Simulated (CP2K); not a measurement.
Runs of CP2K 2026.2 on MgS (Niningerite). It takes space group Fm-3m (No. 225, cubic). Conventional cell: a = 5.203 Å, b = 5.203 Å, c = 5.203 Å, α = 90.00°, β = 90.00°, γ = 90.00°. Around S (site symmetry m-3m) lie 6 Mg at 2.60 Å. Mg (site symmetry m-3m) has 6 S at 2.60 Å as nearest neighbours. 

```tsv
level	cutoff of the non-local correlation (Ry)	gap on the mesh (eV)	pressure (GPa)
vdW-DF-cx	300	2.93	1.8
RPBE	-	3.03	(b)
LDA	-	2.52	-0.7
SCAN	-	(a)	0.8
PBEsol	-	(c)	1.1
PBE	-	2.85	2.7
PW91	-	2.87	2.7
```

Alike in all rows: task band structure; potentials or basis POTENTIAL_UZH S GTH-PBE-q6, Mg GTH-PBE-q10; TZVP-MOLOPT-PBE-GTH basis; no spin polarisation; cell as given; k mesh 9 × 9 × 9; smearing fermi-dirac 0.05 eV.

Problem. Fill in the values left out.

Solution. (a) 3.49; (b) 4.6; (c) 2.73.

Caveats: the mesh misses the band edges, which the band path finds closer together; the basis of atomic orbitals isn't converged, which shifts pressures, moduli and gaps; the potentials were made for another functional, which shifts forces and pressure (some runs).
